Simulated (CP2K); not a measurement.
The system is MgS (Niningerite).

```xyz
2
Lattice="3.6793 0.0000 0.0000 1.8396 3.1864 0.0000 1.8396 1.0621 3.0041" Properties=species:S:1:pos:R:3 pbc="T T T"
S     3.6793    2.1242    1.5021
Mg    0.0000    0.0000    0.0000
```

Program: CP2K 2026.2. Alike in all runs: potentials or basis POTENTIAL_UZH S GTH-PBE-q6, Mg GTH-PBE-q10; TZVP-MOLOPT-PBE-GTH basis; no spin polarisation; cell as given; k mesh 9 × 9 × 9.

Question: Order these runs on this cell by their pressure, lowest first.
A. level PBEsol+D3(BJ); smearing gaussian 0.1 eV; EPS_DEFAULT 1.0E-10; NGRIDS 5; points a segment of the path (NPOINTS) 8; bands added on the path 2
B. level rev-vdW-DF2; smearing fermi-dirac 0.05 eV; EPS_DEFAULT 1.0E-9; NGRIDS 4; cutoff of the non-local correlation (Ry) 300
C. level RPBE; smearing gaussian 0.1 eV; EPS_DEFAULT 1.0E-10; NGRIDS 5
D. level RPBE+D3(BJ); smearing gaussian 0.1 eV; EPS_DEFAULT 1.0E-10; NGRIDS 5; points a segment of the path (NPOINTS) 6; bands added on the path 4

Answer: D (-12.0 GPa), A (-1.7 GPa), B (1.7 GPa), C (4.6 GPa).

Caveats: the potentials were made for another functional, which shifts forces and pressure; the basis of atomic orbitals isn't converged, which shifts pressures, moduli and gaps.

Not every run made on this cell is shown here.
